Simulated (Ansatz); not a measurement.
Input and output of a single-point calculation on InSb in the zincblende structure (Ansatz 0.2.0, PBE). The cell was relaxed with r2SCAN and then strained (epitaxial -4.0 % in the xy plane, free normal strain +3.98 %), with the atoms relaxed again with r2SCAN; k points keep the names of the unstrained zone.

The input:
```yaml
crystal:
  lattice:
    - [0.0, 3.1483324968, 3.4099222919]
    - [3.1483324968, 0.0, 3.4099222919]
    - [3.1483324968, 3.1483324968, 0.0]
  atoms:
    - { symbol: In, position: [0.0, 0.0, 0.0] }
    - { symbol: Sb, position: [0.25, 0.25, 0.25] }
kpoints:
  mp_grid: { grid: [6, 6, 6] }
  band_path:
    path:
      - [0.0, 0.0, 0.0]
      - [-0.5, -0.5, 0.0]
      - [-0.375, -0.375, 0.25]
      - [-0.375, 0.0, 0.375]
      - [0.0, 0.0, 0.5]
      - [-0.5, -0.25, 0.25]
      - [-0.024577, -0.024577, 0.0]
    npoints: 1
hamiltonian:
  xc: pbe
scf:
  occupations: { method: fermi_dirac, width: 0.02 }
  n_extra_bands: 4
output:
  forces: true
  stress: true
  eigenvalues: true
```

Command: `ansatz run input.yaml --threads 2 --pin off --max-ram 20275MiB --backend cpu --events-out ev --progress --plain --runs-dir out`. Wall time 1.6 s on 2 threads of AMD EPYC 7R13 Processor (Zen 3), on a shared host, load about 2.5 per core; peak host memory 0.57 GiB.

The log, with set-up remarks and timings taken out:
```
Functional definition: PBE
Crystal: 2 atoms, lattice volume = 67.598 Å³
Basis set: ecut = 420 eV, 1323 PW (Γ)
Bands: 18, of which v1, the nominal top of the filled ones, is band 14 counted from 1 (13 counted from 0)
Symmetry: 8 space group operations
Space group: I-4m2 (ITA 119)
k-points: 30 of 216 (time reversal used)
preconditioner: auto → none  [σ=0.020 eV  ℏωp=19.2 eV]
NSCF: frozen V_eff on 7 k-points
SCF converged after 6 iterations
Free energy (F): -12082.486234 eV
Internal energy: -12082.485977 eV  (E = F + TS)
E sigma→0 (E₀):  -12082.486105 eV
Entropy (-TS):   -0.000257 eV (-0.128 meV/atom)
Fermi energy:    7.613176 eV
--- Per-component energies (eV) ---
  E_band       = -258.387091
  E_kinetic    = 451.161448
  E_local      = -3189.357604
  E_nonlocal   = 730.054529
  E_hartree    = 1372.872708
  E_xc         = -353.879791
  E_vxc        = -195.781832
  E_paw        = -8731.541230
  E_vpaw       = -800.208364
  E_ewald      = -2361.796063
  E_smearing   = -0.000257
--- Stress (GPa, compression-positive) ---
        4.211548       0.000000       0.000000
        0.000000       4.211548       0.000000
        0.000000       0.000000       1.806270
  P = ⅓ Tr σ = 3.4098 GPa (34.098 kbar)
--- Band table (eV; the first three rows and the last of 30) ---
  k-point 0: bands = […, -7.0683, -7.0615, -3.2760, 7.1626, 7.2628, 7.6132, 7.6132, 10.4064, 10.4064, 10.5877]
  k-point 1: bands = […, -7.0695, -7.0608, -3.0249, 4.9923, 6.9492, 7.3172, 8.4447, 10.7732, 10.8898, 11.3631]
  k-point 2: bands = […, -7.0708, -7.0578, -2.3744, 2.8444, 6.4056, 6.8994, 8.1200, 11.1931, 11.4416, 13.3191]
  k-point 29: bands = […, -7.0747, -7.0641, -1.4423, 1.3085, 5.4859, 5.4859, 9.1011, 9.2040, 15.6103, 15.6103]
```

The rows of the band table are 0: (0, 0, 0) = Γ, 1: (0, 0, 1/6), 2: (0, 0, 1/3), 29: (-1/2, -1/2, 0) = X.

Levels at the listed points, from bands.tsv (eV from the Fermi energy, bands near the gap, counted from 0):
```tsv
# k_distance	band_9	band_10	band_11	band_12	band_13	band_14	band_15	band_16	band_17
# fermi_ev = 7.613176
# [0, 0, 0] at k_distance = 0.000000
# [-0.5, -0.5, 0] at k_distance = 0.921309
# [-0.375, -0.375, 0.25] at k_distance = 1.274106
# [-0.375, 0, 0.375] at k_distance = 1.877607
# [0, 0, 0.5] at k_distance = 2.481109
# [-0.5, -0.25, 0.25] at k_distance = 3.160177
# [-0.024577, -0.024577, 0] at k_distance = 4.168317
# levels_relative_to = fermi_ev
0.000	-14.675	-10.889	-0.451	-0.350	0.000	0.000	2.793	2.793	2.975
0.921	-14.677	-9.056	-6.305	-2.127	-2.127	1.488	1.591	7.997	7.997
1.274	-14.680	-9.021	-6.089	-3.271	-1.771	1.835	4.037	6.117	6.374
1.878	-14.669	-8.897	-5.849	-3.270	-2.205	1.307	3.337	5.906	6.052
2.481	-14.669	-9.509	-5.775	-1.425	-0.877	0.328	3.574	3.889	6.006
3.160	-14.674	-8.897	-6.006	-2.989	-2.877	3.550	3.883	4.569	5.136
4.168	-14.675	-10.882	-0.776	-0.028	-0.027	-0.027	2.830	2.830	2.950
```
In order the rows are Γ, X, U, K, L, W, Γ–X (0.05).

With PBE the bands overlap by 0.03 eV (counted from 1, band 14 peaks at Γ and band 15 bottoms out at Γ–X (0.05 of the way from Γ)): no gap. The gap is the least over the mesh and the extra points. The mean pressure at these positions is +3.41 GPa, compression counted positive.

The values are computed, spin-unpolarised, and not measurements.

No spin-orbit coupling is included; it can move band edges with weight on the heavy atoms by tenths of an eV.

Gaps or overlaps of about a tenth of an eV are at the limit of these meshes: between the points read a gap can be smaller or closed.
